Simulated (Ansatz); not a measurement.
KMgF3:

```
K Mg F
1.0
     3.98590    0.00000    0.00000
     0.00000    3.98590    0.00000
     0.00000    0.00000    3.98590
K Mg F
1 1 3
Direct
  0.50000 0.50000 0.50000
  0.00000 0.00000 0.00000
  0.00000 0.00000 0.50000
  0.00000 0.50000 0.00000
  0.50000 0.00000 0.00000
```

- Program: Ansatz 0.2.0
- Task: relaxation of cell and atoms
- Functional: LDA
- Potentials or basis: Ansatz PAW
- Cutoff: 420 eV (not typed: the program's choice for these potentials)
- k mesh: 7 × 7 × 7
- Occupations: fermi-dirac, width 0.05 eV
- Spin: no spin polarisation

At the start: volume 12.67 Å³/atom.

How do energy, volume and symmetry change on relaxing?

It ends after 7 steps and the volume is 11.94 Å³/atom (-5.7 %); space group Pm-3m (No. 221, to 0.05 Å).

The path:
| step | energy change (eV) | largest force (eV/Å) | volume (Å³) |
| --- | --- | --- | --- |
| 1 | 0.0000 | 0.0000 | 63.33 |
| 2 | -0.0439 | 0.0000 | 61.66 |
| 3 | -0.0656 | 0.0000 | 59.86 |
| 4 | -0.0651 | 0.0000 | 59.97 |
| 5 | -0.0532 | 0.0000 | 59.97 |
| 6 | -0.0549 | 0.0000 | 59.71 |
| 7 | -0.0539 | 0.0000 | 59.71 |

Final structure:
```
CELL_PARAMETERS angstrom
3.90847 0.00000 0.00000
0.00000 3.90847 0.00000
0.00000 0.00000 3.90847
ATOMIC_POSITIONS crystal
K 0.50000 0.50000 0.50000
Mg 0.00000 0.00000 0.00000
F 0.00000 0.00000 0.50000
F 0.00000 0.50000 0.00000
F 0.50000 0.00000 0.00000
```

Caveat: the plane-wave basis is chosen anew once the cell has moved, so the energies of steps on either side of that aren't comparable; the pressure holds a Pulay correction of +0.8 GPa for the finite cutoff; the PAW data sets come from PBE, with cores solved anew for the run's functional, which leaves a small shift of forces and pressure.
